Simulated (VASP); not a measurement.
A run of VASP 6.6.1 is set up as follows.

File INCAR:

```
SYSTEM = NaCl
PREC = Accurate
ENCUT = 450
EDIFF = 1E-6
ISMEAR = 0
SIGMA = 0.02
LREAL = .FALSE.
LASPH = .TRUE.
NELM = 60
ALGO = Normal
ISIF = 2
LWAVE = .FALSE.
LCHARG = .TRUE.
GGA = PE
LELF = .TRUE.
LVHAR = .TRUE.
NBANDS = 15
```

KPOINTS

```
Automatic mesh
0
G
  3 3 3
  0 0 0
```

File POSCAR:

```
NaCl
1.0
    3.5021900000      0.0000000000      0.0000000000
    0.0000000000      3.5021900000      0.0000000000
    0.0000000000      0.0000000000      3.5021900000
Cl Na
1 1
Direct
    0.5000000000      0.5000000000      0.5000000000
    0.0000000000      0.0000000000      0.0000000000
```

Potentials or basis: VASP PAW PBE potentials, release 64 (Cl_GW, Na_sv_GW).

Command:

```sh
$ cat potpaw_PBE.64/Cl_GW/POTCAR potpaw_PBE.64/Na_sv_GW/POTCAR > POTCAR
$ mpirun -np 1 vasp_std > vasp.out
```

**Question.** Predict the pressure.

**Answer.** 0.6 GPa.

**Question.** Estimate the band gap on the k mesh.

**Answer.** 4.09 eV, indirect (least direct gap 4.45 eV).

Caveat: the k mesh is coarse (spacing up to 0.60 Å⁻¹), so the values aren't converged; the cutoff is under 1.25 times the usual one of these potentials, so pressure, stress and relaxed cells hold a basis-set (Pulay) error; an odd mesh through Γ misses points on the zone boundary, where band edges often lie. As with any semilocal functional, this PBE gap is likely too small.
